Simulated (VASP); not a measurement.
A run of VASP 6.6.1 is set up as follows.

File INCAR:

```
ALGO = Fast ; EDIFF = 1E-7
EDIFFG = -0.002 ; ENCUT = 520
GGA = PS ; IBRION = 2
ISIF = 3 ; ISMEAR = 0
KPAR = 4 ; LASPH = T
LCHARG = F ; LREAL = F
LWAVE = F ; NELM = 100
NSW = 80 ; PREC = Accurate
SIGMA = 0.02
```

File KPOINTS:

```
k-points
0
Gamma
  10 10 10
```

File POSCAR:

```
Ge                                      
1.0
   -0.0000000000      2.8359372606      2.8359372606
    2.8359372606      0.0000000000      2.8359372606
    2.8359372606      2.8359372606      0.0000000000
  Ge            
     2
Direct
     0.0000000000000000    0.0000000000000000    0.0000000000000000
     0.2500000000000000    0.2500000000000000    0.2500000000000000
```

Potentials or basis: VASP PAW PBE potentials, release 64 (Ge_d).

The run is started by

```bash
$ cat potpaw_PBE.64/Ge_d/POTCAR > POTCAR
$ mpirun -np 4 vasp_std > vasp.out
```

(1) Estimate the band gap on the k mesh.

(2) What does it give for the relaxed volume?

Results:

(1) none (metal or under the smearing width).

(2) 22.83 Å³/atom.

Caveat: the PAW data sets were made with another functional, which shifts forces and pressure a little; this crystal is a semiconductor, whose small gap the functional closes, so the metal is an error of the method.
